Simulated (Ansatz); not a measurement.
CuO:

```
Cu O
1.0
     3.42205    0.00000    0.00000
     0.00000    3.42205    0.00000
     0.00000    0.00000    4.26046
Cu O
2 2
Direct
  0.00000 0.50000 0.00000
  0.50000 0.00000 0.50000
  0.00000 0.00000 0.25000
  0.00000 0.00000 0.75000
```

Measurements of this composition are mostly on another form, of space group No. 15.

Below is the output of Ansatz 0.2.0 for this cell. Logs are shortened: lines on timing, memory, paths and dates and some standing lists are left out, and cuts for length are marked.

```text
Warning: RAYON_NUM_THREADS=2 ignored (pool sized by the plan → 2); use --threads N
Cu: projections on atomic orbitals take those of the free atom 1s2 2s2 2p6 3s2 3p6 3d10 4s1, of charge +0.00 (hamiltonian.pseudopotentials.projection_atoms)
O: projections on atomic orbitals take those of the free atom 1s2 2s2 2p4, of charge +0.00 (hamiltonian.pseudopotentials.projection_atoms)
LAPW: plane waves up to 10.370 Å⁻¹, error target 1.0e-3 eV per atom; small_component_spin mean_spin; O in spheres of 0.907 Å, 8 of its electrons in bands, Dirac shells []; Cu in spheres of 1.109 Å, 19 of its electrons in bands, Dirac shells [] (how accurate: hamiltonian.pseudopotentials.lapw.basis_error, Limitations)
Engine: ansatz 0.2.0, x86_64-unknown-linux-gnu
Pseudopotentials: kind: all_electron
Pseudopotential: Cu, LAPW, valence charge 19, lapw/all_electron/scalar/gaussian/Cu, Koelling and Harmon's equation, gaussian nucleus
Pseudopotential: O, LAPW, valence charge 8, lapw/all_electron/scalar/gaussian/O, Koelling and Harmon's equation, gaussian nucleus
Functional definition: PBE
  parameter kappa = 0.804
  parameter beta = 0.06672455060314922
  exchange = pbe_x(kappa = kappa, mu = beta*pi^2/3)
  correlation = pbe_c(beta = beta)
Crystal: 4 atoms, lattice volume = 49.892 Å³
Basis set: ecut = 409.7057198656737 eV, 943 PW (Γ), exchange–correlation at level 2
Bands: 33, of which v1, the nominal top of the filled ones, is band 27 counted from 1 (26 counted from 0)
Symmetry: 16 space group operations
Space group: P42/mmc (ITA 131), of the structure as read, at distance tolerance 3.7e-5 Å
k-points: 60 of 384
Non-local potential: Cu, projectors of the file, none
Non-local potential: O, projectors of the file, none
[... 15 lines left out ...]
SCF 1 converged in 8 iterations: F = -94161.214590 eV  dr2 = 1.22e-8
SCF converged after 8 iterations
Free energy (F): -94161.214590 eV
Harris-Foulkes:  -94161.214590 eV  (|F-HF|=3.96e-9)
Internal energy: -94161.195015 eV  (E = F + TS)
E sigma→0 (E₀):  -94161.204802 eV
Entropy (-TS):   -0.019575 eV (-4.894 meV/atom)
Fermi energy:    9.262109 eV
--- Per-component energies (eV) ---
  E_band       = -2988.060359
  E_kinetic    = 95699.827218
  E_xc         = -4141.368346
  E_electrostatic = -185719.653886  (all electrons and nuclei)
  E_smearing   = -0.019575  (= −TS)
  E_closure    = 0.000000  (closes the sum)
  E_atoms      = -94142.871920  (free atoms, spherical and without spin; not in F)
  Σ components = -94161.214590   (vs F -94161.214590, Δ=0.00e0)
  Basis errors (estimates in eV, not in F): energy 4.4e-4 per atom: plane waves 4.1e-4 (2.4e-4 summed), levels above the bands 1.1e-80, relativity 3.7e-8, radial functions 2.9e-5, core shells 2.1e-9; eigenvalues (radial functions only) 4.6e-6; not estimated: angular momenta, meshes, grids; target (lapw.basis_error) 1.0e-3; muffin-tin radii O 0.907 Å, Cu 1.109 Å
--- Forces (eV/Å), atoms counted from 1 ---
  atom   1  Cu     0.00000000     0.00000000     0.00000000
  atom   2  Cu     0.00000000     0.00000000     0.00000000
  atom   3  O      0.00000000     0.00000000     0.00000000
  atom   4  O      0.00000000     0.00000000    -0.00000000
  max |Σ_I F_I| component: 1.48e-30 eV/Å
--- Stress (GPa, compression-positive) ---
      -14.850494       0.000000       0.000000
        0.000000     -14.850494       0.000000
        0.000000       0.000000      21.372626
  P = ⅓ Tr σ = -2.7761 GPa (-27.761 kbar)
--- Band table (eV; the first three rows and the last of 60) ---
  k-point 0: bands = ["-497.6868", "-497.6868", "-103.2334", "-103.2330", "-60.7307", "-60.7307", "-60.6435", "-60.6386", "-60.4729", "-60.4729", "-10.8360", "-8.0496", "1.3573", "4.0114", "4.0114", "4.5265", "4.5265", "5.5975", "6.4650", "6.7244", "6.9076", "7.0124", "7.0124", "7.0423", "8.0147", "9.6849", "9.7352", "9.9217", "9.9217", "15.3470", "16.4066", "18.8711", "20.4347"]
  k-point 1: bands = ["-497.6868", "-497.6868", "-103.2334", "-103.2330", "-60.7307", "-60.7307", "-60.6432", "-60.6389", "-60.4729", "-60.4729", "-10.6986", "-8.3199", "1.8451", "3.8871", "3.8871", "4.6754", "4.6754", "5.7076", "6.4808", "6.7456", "6.8240", "7.0209", "7.0786", "7.0786", "7.9483", "8.7437", "9.7655", "9.7655", "10.3569", "13.9592", "17.3381", "19.9678", "20.5576"]
  k-point 2: bands = ["-497.6868", "-497.6868", "-103.2333", "-103.2331", "-60.7307", "-60.7307", "-60.6423", "-60.6398", "-60.4729", "-60.4729", "-10.3001", "-8.9620", "3.1057", "3.7278", "3.7278", "4.8802", "4.8802", "5.8811", "6.3736", "6.4899", "6.8036", "6.9625", "7.2479", "7.2479", "7.7688", "7.8176", "9.4238", "9.4238", "10.8574", "12.4862", "18.0810", "20.2275", "20.8472"]
  k-point 59: bands = ["-497.6868", "-497.6868", "-103.2331", "-103.2331", "-60.7324", "-60.7324", "-60.6408", "-60.6408", "-60.4738", "-60.4738", "-9.3777", "-9.3777", "3.5395", "3.5395", "3.8326", "3.8326", "5.1829", "5.1829", "6.5618", "6.5618", "6.7974", "6.7974", "7.4843", "7.4843", "7.6743", "7.6743", "8.1172", "8.1172", "12.7876", "12.7876", "17.5386", "17.5386", "18.3554"]
--- Löwdin populations: 4 sites ---
  site symbol       q [e]
     0     Cu     28.0962
     1     Cu     28.0962
     2      O      8.7928
     3      O      8.7928
  spilling = 0.002998 (of n_electrons = 74.000000)
```

Q: Write the input and the command behind it.

A: Single point with PBE, no spin polarisation. The files as run (others can give the same):

input.yaml
```yaml
crystal:
  lattice:
    - [3.42205097, 0.0, 0.0]
    - [0.0, 3.42205097, 0.0]
    - [0.0, 0.0, 4.26046148]
  atoms:
    - { symbol: Cu, position: [0.0, 0.5, 0.0] }
    - { symbol: Cu, position: [0.5, 0.0, 0.5] }
    - { symbol: O, position: [0.0, 0.0, 0.25] }
    - { symbol: O, position: [0.0, 0.0, 0.75] }
kpoints:
  mp_grid: { grid: [8, 8, 6] }
scf:
  occupations: { method: fermi_dirac, width: 0.05 }
hamiltonian:
  xc: pbe
  pseudopotentials: { kind: all_electron, lapw: { basis_error: 0.001 } }
output:
  forces: true
  stress: true
  eigenvalues: true
  populations: true
```

Potentials or basis: all-electron LAPW, scalar-relativistic.
Launch:
```sh
$ ansatz run input.yaml --threads 2 --pin off --max-ram 6144MiB --backend cpu --events-out ev --progress --plain --runs-dir out
```

Caveat: the run has no spin polarisation, though such a crystal can be magnetic; semilocal functionals often make such compounds metallic where correlation or magnetic order opens a gap, which also shifts bond lengths.
